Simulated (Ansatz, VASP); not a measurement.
TiN: VASP beside Ansatz

```
Ti N
1.0
     0.00000    2.08587    2.08587
     2.08587    0.00000    2.08587
     2.08587    2.08587    0.00000
Ti N
1 1
Direct
  0.00000 0.00000 0.00000
  0.50000 0.50000 0.50000
```

Alike in both runs: functional LDA; k mesh 17 × 17 × 17; occupations fermi-dirac, width 0.08 eV; no spin polarisation.

Ansatz relaxed the structure, and its values are those at the end. VASP's run is a single point on that final structure, the one shown.

|  | VASP | Ansatz |
| --- | --- | --- |
| version | VASP 6.6.1 | Ansatz 0.2.0 |
| potentials or method | VASP PAW LDA potentials, release 64 (Ti_sv, N) | PAW with Ansatz's default frozen-core files, scalar-relativistic |
| plane-wave cutoff (eV) | 520 | 420 |
| valence electrons in the cell | 17 | 17 |

```tsv
	VASP	Ansatz	Ansatz less VASP
pressure (GPa)	1.1	0.0	-1.07
```
